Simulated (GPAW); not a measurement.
Crystal: Cu.

```
Cu
1.0
    -1.45399    1.46431    1.37398
     1.44871   -1.46799    1.37231
     1.42515    1.43915   -1.37783
Cu
1
Direct
  0.00000 0.00000 0.00000
```

This isn't the form of Cu at room conditions, which is fcc.

The cell isn't the ideal one: cell sheared at random, sigma 0.01, atoms nudged by 0.01 Å.

Base run:

| Quantity | Value |
| --- | --- |
| Program | GPAW 26.7.0 |
| Functional | PBEsol |
| Potentials or basis | PAW data sets generated in the run's folder for this functional |
| Cutoff | 600 eV |
| Basis | pw |
| k mesh | 13 × 13 × 13 |
| Occupations | fermi-dirac, width 0.05 eV |
| Spin | no spin polarisation |

Its results: pressure 0.8 GPa.

The run is repeated on the same cell with these changes: functional from PBEsol to LDA. What comes out?

Pressure -6.4 GPa.

LDA binds more tightly than PBEsol, so the same cell stands under less pressure.

Caveats: with this Cu data set, volumes or pressures lay over 1.5 % or 2 GPa off other programs in two to four cells of ten.
